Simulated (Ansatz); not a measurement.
# Nb2COS MXene bilayer (AA) in a perpendicular field, part 2 of 4

Aim: how the Nb2COS MXene bilayer (AA) screens a field along its normal, and what the field does to its bands. A positive field points along +c.

Ansatz 0.2.0; plane-wave DFT, LDA, Ansatz PAW.

So far. Step 2 (Relaxation): The lattice constant a goes from 3.151 to 3.148 Å.

## 3. Atoms held, field 0

A sawtooth potential applies the field, turning back in the middle of the vacuum. With the dipole correction the typed value is the field outside the slab. The induced dipole is small, so the SCF threshold is tight.

The cell differs from the one that the last finished run ended in (c 51.135 → 30.915 Å).

input.yaml reads:

```yaml
crystal:
  lattice:
    - [3.1484813703, 0.0, 0.0]
    - [-1.5742406851, 2.72666485, 0.0]
    - [0.0, 0.0, 30.9145402894]
  atoms:
    - { symbol: S, position: [0.3333333333, 0.6666666667, 0.2911251442] }
    - { symbol: Nb, position: [0.6666666667, 0.3333333333, 0.3446389868] }
    - { symbol: C, position: [0.0, 0.0, 0.3840373139] }
    - { symbol: Nb, position: [0.3333333333, 0.6666666667, 0.4236539959] }
    - { symbol: O, position: [0.6666666667, 0.3333333333, 0.4564966039] }
    - { symbol: S, position: [0.3333333333, 0.6666666667, 0.5434783726] }
    - { symbol: Nb, position: [0.6666666667, 0.3333333333, 0.5969766883] }
    - { symbol: C, position: [0.0, 0.0, 0.6363760232] }
    - { symbol: Nb, position: [0.3333333333, 0.6666666667, 0.6759689974] }
    - { symbol: O, position: [0.6666666667, 0.3333333333, 0.7088748558] }
kpoints:
  mp_grid: { grid: [18, 18, 1] }
  band_path:
    path: [[0, 0, 0], [0.5, 0, 0], [0.33333333, 0.33333333, 0], [0, 0, 0]]
    npoints: 16
hamiltonian:
  xc: lda
scf:
  occupations: { method: fermi_dirac, width: 0.02585 }
  convergence: { dr2_threshold: 1.0e-10 }
efield:
  axis: 3
  dipole_correction: true
  ramp_position: 0.97
  ramp_width: 0.06
  amplitude: 0
output:
  dos: { projected: true, e_range: [-6, 5] }
  bader: true
  write_potential: true
  write_density: true
  volumetric_format: npy
  elf: true
```

Launch:

```sh
$ ansatz run input.yaml --threads 4 --pin off --max-ram 6144MiB --backend cpu --events-out ev --progress --plain --runs-dir out
```

Numbers of over 12 decimals in the logs are rounded to 6 here.

Output:

```text
[...]
Crystal: 10 atoms, lattice volume = 265.397 Å³
Basis set: ecut = 420 eV, 5143 PW (Γ)
Bands: 52, of which v1, the nominal top of the filled ones, is band 42 counted from 1 (41 counted from 0)
Symmetry: 6 space group operations
[...]
k-points: 37 of 324 (time reversal used)
[...]
SCF iter   1: F=—  HF=-21114.288979 eV  |F-HF|=—  |Δ(HF+E_count)|=         —  Δρ=9.48e-3  dr2=1.02e1  ethr=1.77e-3  p=0.059 e·Å  D=4.00e-2 V/Å  ΔV_dip=-1.24 eV  dr2_dipole=6.44e0  V_vac-E_F(+/−)=5.20/6.44 eV  ⟨swp⟩=9.0  Hψ=10155  notcnv=0  defer=3
efield: sawtooth ramp at fractional position 0.9700 (set: `efield.ramp_position`, or a place that a band, a saddle search or an elastic batch's reference lends), width 0.0600; the density the first Hamiltonian is built on has a dipole p = 0.059 e·Å; the dipole correction subtracts the counter field D = 4.00e-2 V/Å, which shifts the + side's vacuum level by -1.24 eV against the − side's; the planar-averaged density in the ramp window peaks in size at 2.1e-5 e/Å³
[...]
SCF iter   2: F=—  HF=-21114.096751 eV  |F-HF|=—  |Δ(HF+E_count)|=   1.92e-1  Δρ=3.32e-3  dr2=1.20e-1  ethr=1.77e-3  p=-0.010 e·Å  D=-7.11e-3 V/Å  ΔV_dip=0.22 eV  dr2_dipole=1.49e-2  V_vac-E_F(+/−)=5.84/5.62 eV  ⟨swp⟩=1.8  Hψ=2291  notcnv=0  defer=64
[...]
SCF iter  11: F=-21114.088635 eV  HF=-21114.088635 eV  |F-HF|=7.28e-12  |Δ(HF+E_count)|=  2.33e-10  Δρ=7.97e-8  dr2=2.07e-11  ethr=1.00e-12  p=-0.004 e·Å  D=-2.85e-3 V/Å  ΔV_dip=0.09 eV  dr2_dipole=7.69e-12  V_vac-E_F(+/−)=5.80/5.71 eV  ⟨swp⟩=11.1  Hψ=5804  notcnv=0
SCF 1 converged in 11 iterations: F = -21114.088635 eV  dr2 = 2.07e-11
[...]
NSCF: frozen V_eff on 49 k-points
efield: sawtooth ramp at fractional position 0.9700 (kept from the solve that this one continues, or follows in the run), width 0.0600; the density the first Hamiltonian is built on has a dipole p = -0.004 e·Å; the dipole correction subtracts the counter field D = -2.85e-3 V/Å, which shifts the + side's vacuum level by +0.09 eV against the − side's; the planar-averaged density in the ramp window peaks in size at 2.0e-6 e/Å³
[...]
SCF converged after 11 iterations
Free energy (F): -21114.088635 eV
[...]
Internal energy: -21114.082986 eV  (E = F + TS)
E sigma→0 (E₀):  -21114.085810 eV
Entropy (-TS):   -0.005649 eV (-0.565 meV/atom)
Fermi energy:    3.994740 eV
Dipole field:    D = -0.002846 V/Å  (p = -0.004174 e·Å, saw-weighted, corrected)
Work function:   Φ+ = 5.7950 eV   Φ− = 5.7071 eV
Levels:          The Fermi level and band energies are counted from a zero that moves with the ramp; work functions are not
[...]
--- Band table (eV; the first three rows and the last of 37) ---
  k-point 0: bands = [... 38 lower, 3.2223, 3.2223, 3.6284, 3.6284, 3.6469, 3.6469, 3.7845, 3.9633, ... 6 higher]
  k-point 1: bands = [... 38 lower, 2.9436, 2.9696, 3.5392, 3.5807, 3.8895, 3.9266, 4.1109, 4.2368, ... 6 higher]
  k-point 2: bands = [... 38 lower, 2.6323, 2.6565, 3.2878, 3.3486, 4.1962, 4.2427, 4.4926, 4.6337, ... 6 higher]
  k-point 36: bands = [... 38 lower, 0.6856, 0.7375, 4.4896, 4.5308, 4.6195, 4.8403, 5.4572, 5.4872, ... 6 higher]
--- Bader charges: 10 sites ---
  site symbol  charge [e]  shift [e]
     0      S     -0.7397     0.0009
     1     Nb      1.5941     0.0017
     2      C     -1.7472     0.0015
     3     Nb      2.0480     0.0004
     4      O     -1.1640     0.0004
     5      S     -0.7296     0.0009
     6     Nb      1.5920     0.0017
     7      C     -1.7470     0.0015
     8     Nb      2.0506     0.0004
     9      O     -1.1571     0.0004
  estimated error of the sums over rays = 8.7e-4 e
```

It took 79 s on 4 threads of Arm Neoverse N1, shared host; peak memory 0.97 GiB.

In the SCF lines HF is the Harris–Foulkes energy and dr2 the Hartree energy of the density residual, in eV; the loop may stop once dr2 is under the threshold and the program's other checks hold. Hψ counts applications of the Hamiltonian.

Numbers from this step:

```
energy at zero smearing        : -21114.0858 eV
work function, upper face      : 5.795 eV
work function, lower face      : 5.707 eV
dipole along the normal        : -0.004174 e·Å
step between the vacuum levels : 0.08796 eV
```

Running mean over a fixed 2.7 Å (it still follows the layers) of the planar mean; the ramp of the sawtooth is left out. Electron's electrostatic potential energy less the Fermi level against z:

z (Å), electron's electrostatic potential energy less the Fermi level (eV) and a bar from the least value:
```
      3.5        5.7 ##############################
      4.0        5.7 ##############################
      4.5        5.7 ##############################
      5.0        5.7 ##############################
      5.5        5.7 ##############################
      6.0        5.7 ##############################
      6.5        5.5 ##############################
      7.0        4.9 #############################
      7.5        2.9 ##########################
      8.0        0.4 ######################
      8.5       -1.8 ###################
      9.0       -4.9 ##############
      9.5       -9.2 #######
     10.0      -11.6 ####
     10.5      -12.0 ###
     11.0      -12.5 ###
     11.5      -13.6 #
     12.0      -14.2 
     12.5      -13.6 #
     13.0      -13.2 #
     13.5      -11.3 ####
     14.0       -8.4 #########
     14.5       -4.1 ###############
     15.0       -0.9 ####################
     15.5       -0.1 #####################
     16.0       -0.9 ####################
     16.5       -2.9 #################
     17.0       -6.7 ###########
     17.5      -10.6 #####
     18.0      -11.8 ####
     18.5      -12.1 ###
     19.0      -12.9 ##
     19.5      -14.0 
     20.0      -14.0 
     20.5      -13.5 #
     21.0      -12.6 ##
     21.5      -10.2 ######
     22.0       -6.7 ###########
     22.5       -1.9 ##################
     23.0        1.9 ########################
     23.5        4.5 ############################
     24.0        5.6 ##############################
     24.5        5.8 ##############################
     25.0        5.8 ##############################
     25.5        5.8 ##############################
     26.0        5.8 ##############################
     26.5        5.8 ##############################
     27.0        5.8 ##############################
     27.5        5.8 ##############################
```

The density of states has structure finer than the step of the table below, so its rows give means over 0.25 eV, whole bins alone (the curve runs from -6 to 1.99 eV). Peaks (eV: height): -5.890: 20.3, -5.010: 14.1, -4.590: 15.9, -4.350: 12.5, -3.790: 17.3, -3.660: 12.4, 1.660: 14.2.

The density of states by energy, zero at the Fermi level; means over each step:

energy (eV), density of states (states/eV a cell) and a bar from the least value:
```
    -5.75        9.1 #####################
    -5.50        7.9 ##################
    -5.25        5.9 ############
    -5.00        9.9 ########################
    -4.75        7.9 ##################
    -4.50        9.2 ######################
    -4.25        8.2 ###################
    -4.00        7.1 ################
    -3.75       12.1 ##############################
    -3.50        6.6 ##############
    -3.25        2.8 ###
    -3.00        3.0 ####
    -2.75        4.1 #######
    -2.50        6.8 ###############
    -2.25        5.0 ##########
    -2.00        4.3 ########
    -1.75        3.4 #####
    -1.50        3.1 ####
    -1.25        3.2 ####
    -1.00        3.1 ####
    -0.75        3.6 ######
    -0.50        2.7 ###
    -0.25        1.6 
     0.00        2.9 ####
     0.25        3.5 #####
     0.50        2.6 ###
     0.75        2.9 ####
     1.00        3.2 ####
     1.25        6.6 ##############
     1.50        7.8 ##################
     1.75        8.9 #####################
```

Projected DOS per atom over height of the atomic layer and energy from the Fermi level. Layers: S Nb C Nb O S Nb C Nb O from below.

Values in states/eV, 22 rows by 10 columns, each cell a mean:
```
0.14 0.96 0.23 1.92 0.18 0.15 0.98 0.24 1.97 0.19
0.18 1.37 0.25 1.91 0.19 0.19 1.38 0.25 1.92 0.19
0.17 0.66 0.17 0.99 0.12 0.15 0.63 0.17 0.94 0.12
0.17 0.46 0.13 0.57 0.10 0.17 0.47 0.13 0.55 0.10
0.25 0.44 0.12 0.54 0.13 0.25 0.45 0.12 0.54 0.13
0.31 0.33 0.12 0.52 0.14 0.30 0.33 0.12 0.51 0.14
0.21 0.27 0.10 0.33 0.12 0.22 0.28 0.10 0.32 0.12
0.32 0.53 0.14 0.49 0.20 0.33 0.53 0.14 0.49 0.20
0.40 0.42 0.14 0.37 0.20 0.41 0.42 0.14 0.36 0.20
0.67 0.43 0.14 0.23 0.11 0.68 0.41 0.14 0.23 0.11
0.85 0.49 0.12 0.17 0.18 0.87 0.50 0.13 0.17 0.18
1.30 0.46 0.23 0.15 0.24 1.21 0.46 0.23 0.16 0.26
1.63 0.41 0.45 0.20 0.47 1.58 0.40 0.42 0.17 0.39
0.73 0.28 0.22 0.14 0.30 0.74 0.29 0.21 0.12 0.25
0.49 0.30 0.20 0.14 0.33 0.59 0.40 0.22 0.12 0.31
0.97 1.23 0.94 0.40 1.10 0.98 1.39 1.12 0.41 1.28
0.77 1.06 1.03 0.44 1.03 0.53 0.94 0.99 0.50 1.16
0.75 0.88 0.98 0.52 0.88 0.89 0.85 0.95 0.48 1.00
1.02 1.06 1.04 0.52 0.68 0.73 0.87 0.88 0.62 1.07
0.73 0.73 0.53 0.68 1.37 0.77 0.80 0.55 0.61 1.02
0.37 0.54 0.68 0.84 1.42 0.44 0.52 0.70 0.90 1.40
0.48 0.67 0.83 1.41 2.06 0.58 0.67 0.78 1.45 2.08
```
Columns: height of the atomic layer (Å) from 9 to 21.9 (not evenly spaced); rows upwards: energy from the Fermi level (eV) from -5.96 to 1.96.

The electronic bands at the labelled points (eV, zero at the Fermi level):

```csv
point,band 39,band 40,band 41,band 42,band 43,band 44,band 45,band 46
Γ,-0.77,-0.77,-0.37,-0.37,-0.35,-0.35,-0.21,-0.03
halfway,-1.65,-1.63,-1.49,-1.30,0.74,0.77,1.17,1.26
M,-1.86,-1.75,-1.50,-1.45,1.14,1.22,2.03,2.03
halfway,-2.67,-2.53,-0.59,-0.48,1.37,1.41,1.50,1.57
K,-3.31,-3.26,0.49,0.54,0.62,0.85,1.46,1.49
halfway,-2.11,-2.03,-0.52,-0.38,-0.13,0.00,1.76,1.78
Γ,-0.77,-0.77,-0.37,-0.37,-0.35,-0.35,-0.21,-0.03
```

ELF in the ca plane at fractional y = 0.333, with atoms of Nb and O within 0.2 Å of it. It is the smooth field of the valence electrons, not physical close to the nuclei.

Ten even steps from '0' (0.00) to '9' (0.83), each cell a mean:
```
00000023565336752442126887201456425763343113
00000000122278784222269899600122258787222138
00000000011385386121278479710011168358311148
00000001232278884222259899500123248887222137
00000124666335642442125786202566524653353113
00001357898732236753332221015899852224764232
00001478999853357853342000027999874246874343
00001257898632235752221232005889842224663222
```
Columns run along c (16.0 Å, from fractional 0.18 to 0.70 of the cell), rows up along a (3.1 Å). Atoms in or near the plane, at fractional coordinates: Nb at (0.34, 0.67), O at (0.46, 0.67), Nb at (0.60, 0.67).

Electrostatic potential energy in the ca plane at fractional y = 0.333, with atoms of Nb and O within 0.2 Å of it. With pseudopotentials it is smooth inside the atoms' cores, unlike the true potential.

Ten even steps from '0' (-65 eV) to '9' (9 eV), each cell a mean:
```
99999987445789888888999999998544689988888999
99999973001589998634799999986100378999843599
99999972000489998412699999985000168999721489
99999974001689998645899999986200379999854699
99999987556889888889999999998655789888888999
99998888888888877789999998889888888876789999
99988889999988766789999998889999988876689999
99998898888888877889999998888888888877789999
```
Columns run along c (16.0 Å, from fractional 0.24 to 0.76 of the cell; values clipped at the 3rd and 97th percentile), rows up along a (3.1 Å). Atoms in or near the plane, at fractional coordinates: Nb at (0.34, 0.67), O at (0.46, 0.67), Nb at (0.60, 0.67), O at (0.71, 0.67).

Valence density in the ca plane at fractional y = 0.333, with atoms of Nb and O within 0.2 Å of it. It is the smooth field of the valence electrons, not physical close to the nuclei.

Ten steps, logarithmic in the rise over the least value, from '0' (0.0 e/Å³) to '9' (6.9 e/Å³), each cell a mean:
```
00000000000001233346775433334554311123345676
00000000000000122358997532235897421112347898
00000000000000112368998532236998521112247999
00000000000000122358987432235787421112347898
00000000000001233345665433334554211223344665
00000000000012344433334444454322111234443333
00000000000012344443334444555321001244443333
00000000000001344433444444444332111234443344
```
Columns run along c (16.0 Å, from fractional 0.11 to 0.62 of the cell), rows up along a (3.1 Å). Atoms in or near the plane, at fractional coordinates: Nb at (0.34, 0.67), O at (0.46, 0.67), Nb at (0.60, 0.67).

The work function of the upper face is 5.80 eV.

## 4. Atoms held, field 0.05 V/Å

Changes to input.yaml since step 3:

```diff
@@ -31,6 +31,4 @@
   ramp_width: 0.06
-  amplitude: 0
+  amplitude: 0.05
 output:
-  dos: { projected: true, e_range: [-6, 5] }
-  bader: true
   write_potential: true
@@ -38,2 +36 @@
   volumetric_format: npy
-  elf: true
```

Output:

```text
[...]
Crystal: 10 atoms, lattice volume = 265.397 Å³
Basis set: ecut = 420 eV, 5143 PW (Γ)
Bands: 52, of which v1, the nominal top of the filled ones, is band 42 counted from 1 (41 counted from 0)
Symmetry: 6 space group operations
[...]
k-points: 37 of 324 (time reversal used)
[...]
k-point 0: bands = [... 38 lower, 3.2174, 3.2174, 3.6210, 3.6210, 3.6394, 3.6394, 3.7781, 3.9570, ... 6 higher]
  k-point 1: bands = [... 38 lower, 2.9366, 2.9630, 3.5319, 3.5742, 3.8825, 3.9198, 4.1047, 4.2302, ... 6 higher]
  k-point 2: bands = [... 38 lower, 2.6251, 2.6493, 3.2805, 3.3423, 4.1895, 4.2362, 4.4861, 4.6271, ... 6 higher]
  k-point 36: bands = [... 38 lower, 0.6729, 0.7307, 4.4827, 4.5244, 4.6136, 4.8347, 5.4502, 5.4813, ... 6 higher]
[key lines of the parts left out:]
SCF converged after 14 iterations
Free energy (F): -21114.089280 eV
Fermi energy:    3.987959 eV
Dipole field:    D = 0.020438 V/Å  (p = 0.029976 e·Å, saw-weighted, corrected)
```

Elapsed: 60 s, on 4 threads; peak memory 0.91 GiB.

The dipole is 0.0300 e·Å, 0.0341 e·Å from its value without field.

## 5. Single point, field -0.05 V/Å

Changes to input.yaml since step 4:

```diff
@@ -31,3 +31,3 @@
   ramp_width: 0.06
-  amplitude: 0.05
+  amplitude: -0.05
 output:
```

Output:

```text
[...]
Crystal: 10 atoms, lattice volume = 265.397 Å³
Basis set: ecut = 420 eV, 5143 PW (Γ)
Bands: 52, of which v1, the nominal top of the filled ones, is band 42 counted from 1 (41 counted from 0)
Symmetry: 6 space group operations
[...]
k-points: 37 of 324 (time reversal used)
[...]
k-point 0: bands = [... 38 lower, 3.2272, 3.2272, 3.6353, 3.6353, 3.6546, 3.6546, 3.7907, 3.9696, ... 6 higher]
  k-point 1: bands = [... 38 lower, 2.9502, 2.9762, 3.5461, 3.5872, 3.8962, 3.9335, 4.1170, 4.2433, ... 6 higher]
  k-point 2: bands = [... 38 lower, 2.6392, 2.6638, 3.2948, 3.3549, 4.2028, 4.2492, 4.4988, 4.6402, ... 6 higher]
  k-point 36: bands = [... 38 lower, 0.6981, 0.7443, 4.4962, 4.5373, 4.6253, 4.8458, 5.4639, 5.4932, ... 6 higher]
[key lines of the parts left out:]
SCF converged after 14 iterations
Free energy (F): -21114.089698 eV
Fermi energy:    4.001396 eV
Dipole field:    D = -0.026131 V/Å  (p = -0.038326 e·Å, saw-weighted, corrected)
```

Run time: 61 s. Hardware: 4 threads; peak memory 0.91 GiB.

The dipole is -0.0383 e·Å, -0.0342 e·Å from its value without field.

## 6. Atoms held, field 0.1 V/Å

Changes to input.yaml since step 5:

```diff
@@ -31,3 +31,3 @@
   ramp_width: 0.06
-  amplitude: -0.05
+  amplitude: 0.1
 output:
```

Output:

```text
[...]
Crystal: 10 atoms, lattice volume = 265.397 Å³
Basis set: ecut = 420 eV, 5143 PW (Γ)
Bands: 52, of which v1, the nominal top of the filled ones, is band 42 counted from 1 (41 counted from 0)
Symmetry: 6 space group operations
[...]
k-points: 37 of 324 (time reversal used)
[...]
k-point 0: bands = [... 38 lower, 3.2125, 3.2125, 3.6131, 3.6131, 3.6322, 3.6322, 3.7715, 3.9506, ... 6 higher]
  k-point 1: bands = [... 38 lower, 2.9294, 2.9564, 3.5244, 3.5678, 3.8752, 3.9131, 4.0982, 4.2235, ... 6 higher]
  k-point 2: bands = [... 38 lower, 2.6176, 2.6422, 3.2730, 3.3360, 4.1825, 4.2298, 4.4794, 4.6205, ... 6 higher]
  k-point 36: bands = [... 38 lower, 0.6601, 0.7238, 4.4756, 4.5181, 4.6075, 4.8291, 5.4430, 5.4754, ... 6 higher]
[key lines of the parts left out:]
SCF converged after 14 iterations
Free energy (F): -21114.091633 eV
Fermi energy:    3.981051 eV
Dipole field:    D = 0.043729 V/Å  (p = 0.064136 e·Å, saw-weighted, corrected)
```

It took 60 s on 4 threads; peak memory 0.91 GiB.

The dipole is 0.0641 e·Å, 0.0683 e·Å from its value without field.

## 7. Atoms held, field 0.2 V/Å

Changes to input.yaml since step 6:

```diff
@@ -31,3 +31,3 @@
   ramp_width: 0.06
-  amplitude: 0.1
+  amplitude: 0.2
 output:
```

Output:

```text
[...]
Crystal: 10 atoms, lattice volume = 265.397 Å³
Basis set: ecut = 420 eV, 5143 PW (Γ)
Bands: 52, of which v1, the nominal top of the filled ones, is band 42 counted from 1 (41 counted from 0)
Symmetry: 6 space group operations
[...]
k-points: 37 of 324 (time reversal used)
[...]
k-point 0: bands = [... 38 lower, 3.2023, 3.2023, 3.5961, 3.5961, 3.6185, 3.6185, 3.7578, 3.9377, ... 6 higher]
  k-point 1: bands = [... 38 lower, 2.9142, 2.9434, 3.5086, 3.5551, 3.8599, 3.8998, 4.0847, 4.2101, ... 6 higher]
  k-point 2: bands = [... 38 lower, 2.6017, 2.6282, 3.2573, 3.3234, 4.1678, 4.2169, 4.4656, 4.6072, ... 6 higher]
  k-point 36: bands = [... 38 lower, 0.6339, 0.7100, 4.4605, 4.5054, 4.5949, 4.8176, 5.4280, 5.4636, ... 6 higher]
[key lines of the parts left out:]
SCF converged after 14 iterations
Free energy (F): -21114.101463 eV
Fermi energy:    3.966856 eV
Dipole field:    D = 0.090324 V/Å  (p = 0.132476 e·Å, saw-weighted, corrected)
```

Elapsed: 59 s, on 4 threads; peak memory 0.9 GiB.

The dipole is 0.132 e·Å, 0.137 e·Å from its value without field.

## 8. Atoms held, field 0.3 V/Å

Changes to input.yaml since step 7:

```diff
@@ -31,4 +31,6 @@
   ramp_width: 0.06
-  amplitude: 0.2
+  amplitude: 0.3
 output:
+  dos: { projected: true, e_range: [-6, 5] }
+  bader: true
   write_potential: true
@@ -36 +38,2 @@
   volumetric_format: npy
+  elf: true
```

Output:

```text
[...]
Crystal: 10 atoms, lattice volume = 265.397 Å³
Basis set: ecut = 420 eV, 5143 PW (Γ)
Bands: 52, of which v1, the nominal top of the filled ones, is band 42 counted from 1 (41 counted from 0)
Symmetry: 6 space group operations
[...]
k-points: 37 of 324 (time reversal used)
[...]
--- Bader charges: 10 sites ---
  site symbol  charge [e]  shift [e]
     0      S     -0.7528     0.0009
     1     Nb      1.5931     0.0017
     2      C     -1.7476     0.0015
     3     Nb      2.0484     0.0004
     4      O     -1.1640     0.0004
     5      S     -0.7293     0.0009
     6     Nb      1.5913     0.0017
     7      C     -1.7470     0.0015
     8     Nb      2.0557     0.0004
     9      O     -1.1477     0.0004
  estimated error of the sums over rays = 8.8e-4 e
[key lines of the parts left out:]
SCF converged after 14 iterations
Free energy (F): -21114.118128 eV
Fermi energy:    3.952153 eV
Dipole field:    D = 0.136942 V/Å  (p = 0.200849 e·Å, saw-weighted, corrected)
```

The job ended after 88 s (4 threads; peak memory 0.95 GiB; 5.6 min of CPU time).

The dipole is 0.201 e·Å, 0.205 e·Å from its value without field.

[end of part 2 of 4]

[Logs are printed without paths, hosts, clocks, repeated set-up lines and the standing remarks that a program may print on its own settings, such as how far it seeks lower states.]

[Hosts, paths, dates, database ids (printed as entryN), source tags and the programs' standing remarks are cut or masked in the printed files.]

[Maps of the electrostatic potential energy from Ansatz leave out the sawtooth potential of an applied field or a dipole correction, so their vacuum need not be flat; planar profiles and work functions include it.]

[The density of states shown here was stored with 400 of the rows of the run's finer table, so its peaks can read low, often by over a quarter, or be missed, and its means over a window can be off by a tenth or more.]
